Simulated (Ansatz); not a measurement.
Crystal: LiCl.

```
Cl Li
1.0
     0.00000    2.56477    2.56477
     2.56477    0.00000    2.56477
     2.56477    2.56477    0.00000
Cl Li
1 1
Direct
  0.50000 0.50000 0.50000
  0.00000 0.00000 0.00000
```

| Item | Value |
| --- | --- |
| Program | Ansatz 0.2.0 |
| Task | relaxation of cell and atoms |
| Functional | revPBE |
| Dispersion | D3(BJ) |
| Potentials or basis | Ansatz PAW |
| Cutoff | 420 eV (not typed: the program's choice for these potentials) |
| k mesh | 9 × 9 × 9 |
| Occupations | fermi-dirac, width 0.05 eV |
| Spin | no spin polarisation |

At the start: volume 16.87 Å³/atom.

Task: Where does the relaxation end?

Result: It ends after 5 steps and the volume is 15.69 Å³/atom (-7.0 %); space group Fm-3m (No. 225, to 0.05 Å).

Step by step:
```
step  energy change (eV)  largest force (eV/Å)  volume (Å³)
   1              0.0000                0.0000        33.74
   2             -0.0168                0.0000        32.12
   3             -0.0188                0.0000        31.28
   4             -0.0188                0.0000        31.38
   5             -0.0188                0.0000        31.38
```

Final structure:
```xyz
2
Lattice="0.0000 2.5034 2.5034 2.5034 0.0000 2.5034 2.5034 2.5034 0.0000" Properties=species:S:1:pos:R:3 pbc="T T T"
Cl    2.5034    2.5034    2.5034
Li    0.0000    0.0000    0.0000
```

Caveat: the plane-wave basis is chosen anew once the cell has moved, so the energies of steps on either side of that aren't comparable; the PAW data sets come from PBE, with cores solved anew for the run's functional, which leaves a small shift of forces and pressure.
